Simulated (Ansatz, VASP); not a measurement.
**Zr4B in VASP and in Ansatz**

```xyz
5
Lattice="3.6641 0.0000 0.0000 -1.8320 3.1732 0.0000 0.0000 0.0000 6.5712" Properties=species:S:1:pos:R:3 pbc="T T T"
Zr    0.0000    0.0000    5.4175
Zr    0.0000    0.0000    1.1538
Zr    0.0000    2.1155    0.0000
Zr    1.8320    1.0577    0.0000
B     0.0000    0.0000    3.2856
```

Alike in both runs: task single point; functional PBE; k mesh 6 × 6 × 4; occupations gaussian, width 0.1 eV; no spin polarisation.

```csv
,VASP,Ansatz
version,VASP 6.6.1,Ansatz 0.2.0
potentials or method,"VASP PAW PBE potentials, release 64 (Zr_sv, B)","scalar-relativistic, plane waves, PAW"
plane-wave cutoff (eV),520,420
valence electrons in the cell,51,51
```

Ansatz gave:

```
gap on the k mesh at the Fermi level (eV) : none
rms of the force components (eV/Å)        : 5.522
```

**Question.** Estimate VASP's values.

**Answer.** gap on the k mesh at the Fermi level (eV): none; rms of the force components (eV/Å): 5.616.

Atom by atom the forces differ by 0.093 eV/Å (rms over components). A gap of «none» marks a metal or a gap that the smearing closes.

Caveats: forces of over 1 eV/Å show positions far from the minimum, so gaps and moduli don't describe the material at rest.
